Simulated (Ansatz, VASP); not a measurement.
# Two plane-wave programs on Sb

```
CELL_PARAMETERS angstrom
0.00000 2.36342 2.36342
2.36342 0.00000 2.36342
2.36342 2.36342 0.00000
ATOMIC_POSITIONS crystal
Sb 0.00000 0.00000 0.00000
```

Alike in both runs: functional PBEsol; k mesh 8 × 8 × 8; occupations gaussian, width 0.1 eV; no spin polarisation.

Ansatz relaxed the structure, and its values are those at the end. VASP's run is a single point on that final structure, the one shown.

|  | VASP | Ansatz |
| --- | --- | --- |
| version | VASP 6.6.1 | Ansatz 0.2.0 |
| potentials or method | VASP PAW PBE potentials, release 64 (Sb) | scalar-relativistic, plane waves, PAW |
| plane-wave cutoff (eV) | 520 | 420 |
| valence electrons in the cell | 5 | 15 |

Ansatz gave:

```
gap on the k mesh at the Fermi level (eV) : none
pressure (GPa)                            : 0.2
```

Problem. Which values does VASP return?

Solution. gap on the k mesh at the Fermi level (eV): none; pressure (GPa): 0.1.

A gap of «none» marks a metal or a gap that the smearing closes. The two sets of potentials don't hold the same shells in valence.

Caveats: the PAW data sets were made with another functional, which shifts forces and pressure a little (VASP). Spin-orbit coupling is left out, which matters for the levels of Sb.
